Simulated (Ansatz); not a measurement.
Set up this calculation in Ansatz 0.2.0, as the native input.

```yaml
Task: relaxation of cell and atoms
Functional: BLYP
Dispersion: D4
Potentials_or_basis: all-electron LAPW, scalar-relativistic
Basis_error_allowed: 0.001 eV/atom
k_mesh: 10 × 10 × 10
Occupations: fermi-dirac, width 0.05 eV
Spin: no spin polarisation
```

Crystal: ZrC.

```
Zr C
1.0
     0.00000    2.36500    2.36500
     2.36500    0.00000    2.36500
     2.36500    2.36500    0.00000
Zr C
1 1
Direct
  0.50000 0.50000 0.50000
  0.00000 0.00000 0.00000
```

One way to write it, as run:

input.yaml

```yaml
crystal:
  lattice:
    - [0.0, 2.365, 2.365]
    - [2.365, 0.0, 2.365]
    - [2.365, 2.365, 0.0]
  atoms:
    - { symbol: Zr, position: [0.5, 0.5, 0.5] }
    - { symbol: C, position: [0.0, 0.0, 0.0] }
kpoints:
  mp_grid: { grid: [10, 10, 10] }
scf:
  occupations: { method: fermi_dirac, width: 0.05 }
hamiltonian:
  xc: blyp
  dispersion: d4
  pseudopotentials: { kind: all_electron, lapw: { basis_error: 0.001 } }
output:
  forces: true
  stress: true
relax:
  f_tol: 0.01
  max_steps: 60
  cell: {}
```

Potentials or basis: all-electron LAPW, scalar-relativistic.

Run with:

```bash
$ ansatz run input.yaml --threads 1 --pin off --max-ram 3072MiB --backend cpu --events-out ev --progress --plain --runs-dir out
```

Results of the run:

* Relaxed volume: 13.10 Å³/atom
* Relaxed cell: a = 3.334 Å, b = 3.334 Å, c = 3.334 Å, α = 60.00°, β = 60.00°, γ = 60.00°
* Space group after relaxing (to 0.05 Å): Fm-3m (No. 225)
* Energy gained by relaxing: 0.9 meV/atom
* Ionic steps: 4
* Pressure after relaxing: 0.0 GPa

Run time: 6 s on 1 thread of AMD EPYC 9R45 96-Core Processor (Zen 5), with other jobs on the host, peak memory 0.34 GiB.
